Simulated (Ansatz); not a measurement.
InCuS2 (chalcopyrite)

```
CELL_PARAMETERS angstrom
     -2.78850     2.78850     5.61719
      2.78850    -2.78850     5.61719
      2.78850     2.78850    -5.61719
ATOMIC_POSITIONS crystal
  Cu 0.75000 0.25000 0.50000
  Cu 0.00000 0.00000 0.00000
  In 0.25000 0.75000 0.50000
  In 0.50000 0.50000 0.00000
  S  0.09504 0.12500 0.47004
  S  0.65496 0.62500 0.52996
  S  0.37500 0.90496 0.02996
  S  0.87500 0.34504 0.97004
```

The slice is a (001) plane (indices of the conventional cell) through the point (0.655, 0.625, 0.530) (fractional), spanned by u = [101] and v = [011] in vectors of this cell: u (5.58 Å) and v (5.58 Å, at 90° to u). It covers one period; positions are fractions (u, v).

Computed with PBE (plane waves to 420 eV, PAW, scalar-relativistic; Ansatz, a quantum-chemistry and plane-wave program). k mesh 8×8×8. Near the nuclei the fields are pseudised (PAW); where an atom keeps semicore shells as valence, they peak there. At this level the bands of InCuS2 touch or barely overlap; measurements give the solid a gap. InCuS2 is run without spin polarisation. InCuS2 was relaxed with its symmetry unable to fall.

Sketch the electrostatic potential energy of an electron, from the cell's mean on this plane as a map.


```
|xxxxxx268999999998888877751xxxxx|
|xxxxxx378999999998887777752xxxxx|
|xxxxx05789999999988777776640xxxx|
|xxxxx36889999999888776666652xxxx|
|xxx036788999999988776655665430xx|
|12356778889999998876655555655432|
|66677888888899888876655455666666|
|88888888888888877776654445567777|
|89988888887766666666655445667888|
|99999888776532123455655555667889|
|999999887640xxxxx024566556677889|
|9999998864xxxxxxxxx2566666778889|
|9999998751xxxxxxxxx0356777778899|
|999999874xxxxxxxxxxx257777788899|
|999999863xxxxxxxxxxx157778888899|
|999999862xxxxxxxxxxx057788888899|
|999999863xxxxxxxxxxx157778888899|
|999999874xxxxxxxxxxx257777788899|
|9999998751xxxxxxxxx0356777778899|
|9999998864xxxxxxxxx2566666778889|
|999999887640xxxxx024566556677889|
|99999888776532123455655555667889|
|89988888887766666666655445667888|
|88888888888888877776654445567777|
|66677888888899888876655455666666|
|12356778889999998876655555655432|
|xxx036788999999988776655665430xx|
|xxxxx36889999999888776666652xxxx|
|xxxxx05789999999988777776640xxxx|
|xxxxxx378999999998887777752xxxxx|
|xxxxxx268999999998888877751xxxxx|
|xxxxxx268999999998888887751xxxxx|
```
Scale: ten equal steps from -1.00 (start of '0') to 7.58 (end of '9'), in the order '0123456789'. Values: electrostatic potential energy of an electron, from the cell's mean, in eV. The map has 32 points along u (one character each, u = 0 at the left) and 32 along v (v = 0 in the bottom row). Points within 1 Å of a nucleus are blanked (x), as the pseudised field means little there. Values under -1 eV are set to -1. The zero, the cell's mean, hangs on the PAW cores.
